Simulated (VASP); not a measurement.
# Bi: convergence, energy difference of two geometries

Bi, R-3m (no. 166), 2 atoms in the cell. LDA, energy difference of two geometries; PAW potentials Bi_d (LDA set). VASP 6.6.1.

Wanted: energy difference within 0.125 meV/atom.

What the run is for: energy difference; Accuracy asked: tight; Second geometry: last atom moved by 0.08 A along z, cell strained by +1.0% along z.

The series start from Plane-wave cutoff (eV): 320; Smearing width (eV): 0.1; k-point mesh: 10 × 10 × 10; Precision mode (PREC): Accurate; Electronic threshold (eV): 1e-6; Aspherical gradient terms in the spheres (LASPH): yes; Electronic algorithm: ALGO=Normal. Each series keeps the choices made before it, and each single choice may use up half of a tolerance. Times cover all steps of a run.

## Plane-wave cutoff (eV)

| Plane-wave cutoff (eV) | Energy difference (meV/atom) | Time (s) |
|---|---|---|
| 200 | 7.49 | 7.8 |
| 240 | 8.96 | 8.1 |
| 280 | 9.00 | 17 |
| 320 | 8.86 | 18 |
| 370 | 8.85 | 18 |
| 430 | 8.83 | 18 |
| 510 | 8.85 | 27 |
| 640 (reference) | 8.85 | 41 |

Chosen: 320, the loosest value from which every tighter one stays within half of the tolerance.

## Smearing width (eV)

| Smearing width (eV) | Energy difference (meV/atom) | Time (s) |
|---|---|---|
| 0.4 | 8.98 | 15 |
| 0.3 | 8.58 | 15 |
| 0.2 | 8.67 | 16 |
| 0.15 | 8.80 | 15 |
| 0.1 | 8.86 | 18 |
| 0.05 (reference) | 8.82 | 15 |

Chosen: 0.15.

## k-point mesh

| k-point mesh | Energy difference (meV/atom) | Time (s) |
|---|---|---|
| 3 × 3 × 3 | 17.50 | 2.9 |
| 4 × 4 × 4 | 19.97 | 3.8 |
| 5 × 5 × 5 | 16.09 | 4.3 |
| 7 × 7 × 7 | 9.91 | 7.5 |
| 8 × 8 × 8 | 10.34 | 9.2 |
| 10 × 10 × 10 | 8.80 | 15 |
| 12 × 12 × 12 | 8.21 | 23 |
| 14 × 14 × 14 (reference) | 7.93 | 32 |

Chosen: 14 × 14 × 14; the next looser run is off by more than half of the tolerance, so convergence isn't shown beyond this value.

## Precision mode (PREC)

| Precision mode (PREC) | Energy difference (meV/atom) | Time (s) |
|---|---|---|
| SingleN | 8.03 | 18 |
| Normal | 7.91 | 18 |
| Single | 8.25 | 32 |
| Accurate (reference) | 7.93 | 32 |

Chosen: Accurate; the one before it in the list is off by more than half of the tolerance.

## Electronic threshold (eV)

| Electronic threshold (eV) | Energy difference (meV/atom) | Time (s) |
|---|---|---|
| 0.001 | 7.93 | 25 |
| 0.0001 | 7.93 | 28 |
| 1e-5 | 7.93 | 31 |
| 1e-6 | 7.93 | 32 |
| 1e-7 | 7.93 | 35 |
| 1e-8 (reference) | 7.93 | 46 |

Chosen: 0.001.

## Aspherical gradient terms in the spheres (LASPH)

| Aspherical gradient terms in the spheres (LASPH) | Energy difference (meV/atom) | Time (s) |
|---|---|---|
| no | 7.93 | 28 |
| yes (reference) | 7.93 | 25 |

Chosen: no.

## Electronic algorithm

| Electronic algorithm | Energy difference (meV/atom) | Time (s) |
|---|---|---|
| ALGO=Normal | 7.93 | 28 |
| ALGO=Fast | 7.93 | 30 |
| ALGO=VeryFast | 7.94 | 48 |
| ALGO=All ISEARCH=1 | 7.94 | 31 |
| ALGO=All ISEARCH=0 | 7.94 | 34 |
| ALGO=Damped TIME=0.4 | 7.79 | 44 |
| ALGO=Damped TIME=0.1 | 8.13 | 53 |

Chosen: ALGO=Normal; no other choice that stays within half of the tolerance saves 30 % of the time.

## All choices together

| Input | Energy difference (meV/atom) | Time (s) |
|---|---|---|
| the program's defaults (naive) | 19.25 | 1.7 |
| chosen settings | 7.93 | 28 |
| reference settings throughout | 7.93 | 107 |

The chosen settings stay within the tolerance of the reference run, but the reference itself isn't shown to be converged in: k-point mesh.

## The input

INCAR:
```
GGA = CA
ISMEAR = 1
SIGMA = 0.15
LWAVE = F
LCHARG = F
ISIF = 2
PREC = Accurate
LASPH = F
LREAL = F
ALGO = Normal
EDIFF = 0.001
NELM = 120
GGA_COMPAT = F
ENCUT = 320
KPAR = 4
```

KPOINTS:
```
Automatic mesh
0
Gamma
  14 14 14
  0 0 0
```

POSCAR.step1:
```
Bi
1.0
    2.2675000000      1.3091417354      3.9380000000
   -2.2675000000      1.3091417354      3.9380000000
    0.0000000000     -2.6182834708      3.9380000000
Bi
2
Direct
    0.7660000000      0.7660000000      0.7660000000
    0.2340000000      0.2340000000      0.2340000000
```

POSCAR.step2:
```
Bi
1.0
    2.2675000000      1.3091417354      3.9773800000
   -2.2675000000      1.3091417354      3.9773800000
    0.0000000000     -2.6182834708      3.9773800000
Bi
2
Direct
    0.7660000000      0.7660000000      0.7660000000
    0.2407716300      0.2407716300      0.2407716300
```

Commands (each step's output is kept before the next begins):
```
cat potpaw_LDA.64/Bi_d/POTCAR > POTCAR
cp POSCAR.step1 POSCAR
mpirun -np 4 vasp_std > vasp.out
cp POSCAR.step2 POSCAR
mpirun -np 4 vasp_std > vasp.out
```

The chosen input took VASP 6.6.1 28 s on 4 cores (Intel Xeon 6975P-C (Granite Rapids)), a shared host.

## An input that fails: tetrahedra on too few k points

VASP's message: IBZKPT: tetrahedron method fails for NKPT<4. NKPT = 1.

k mesh: 10 × 10 × 10 becomes 1 × 1 × 1.

Changes against the starting input:
```
- ISMEAR = 1
- NELM = 120
- KPAR = 4
+ ISMEAR = -5
+ NELM = 74
```
